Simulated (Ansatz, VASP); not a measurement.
## One calculation of Ni, two programs

```xyz
1
Lattice="-1.3837 1.3837 1.3837 1.3837 -1.3837 1.3837 1.3837 1.3837 -1.3837" Properties=species:S:1:pos:R:3 pbc="T T T"
Ni    0.0000    0.0000    0.0000
```

This isn't the form of Ni at room conditions, which is fcc.

Alike in both runs: task single point; functional LDA; k mesh 14 × 14 × 14; collinear spin.

|  | VASP | Ansatz |
| --- | --- | --- |
| version | VASP 6.6.1 | Ansatz 0.2.0 |
| potentials or method | VASP PAW LDA potentials, release 64 (Ni), cutoff 520 eV | all-electron (LAPW or listed datasets) |
| occupations | gaussian, width 0.1 eV | gaussian |

Ansatz gave:

```
net moment per atom (μB)                                      : 0.50
size of the moment on the site where the two differ most (μB) : 0.52
```

Q: What did VASP give for the same quantities?

A: net moment per atom (μB): 0.49; size of the moment on the site where the two differ most (μB): 0.49.

Site moments also hang on the region over which each program counts them. Ansatz ran all-electron here, so the differences hold the error of VASP's frozen core and of both bases.
